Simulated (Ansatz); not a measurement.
Here is an Ansatz 0.2.0 calculation.

Contents of input.yaml:

```yaml
crystal:
  lattice:
    - [-1.51435, 1.51435, 1.51435]
    - [1.51435, -1.51435, 1.51435]
    - [1.51435, 1.51435, -1.51435]
  atoms:
    - { symbol: V, position: [0.0, 0.0, 0.0], spin: 2.0 }
hamiltonian:
  xc: revpbe
  pseudopotentials: { kind: paw }
magnetization:
  spin_polarized: true
kpoints:
  mp_grid: { grid: [12, 12, 12] }
scf:
  occupations: { method: fermi_dirac, width: 0.05 }
output:
  forces: true
  stress: true
relax:
  f_tol: 0.01
  max_steps: 40
  cell: { stress_tol: 0.05 }
```

Potentials or basis: Ansatz PAW.

The run is started by

```sh
$ ansatz run input.yaml --threads 2 --pin off --max-ram 5632MiB --backend cpu --events-out ev --progress --plain --runs-dir out
```

(1) Predict the absolute moment.

(2) What does it give for the space group after relaxing (to 0.05 Å)?

(3) Estimate the relaxed cell.

(4) Predict the relaxed volume.

Answers

(1) 0.00 μB per cell.

(2) Im-3m (No. 229).

(3) a = 2.611 Å, b = 2.611 Å, c = 2.611 Å, α = 109.47°, β = 109.47°, γ = 109.47°.

(4) 13.70 Å³/atom.

Caveat: the PAW data sets come from PBE, with cores solved anew for the run's functional, which leaves a small shift of forces and pressure; the starting moments weren't kept.
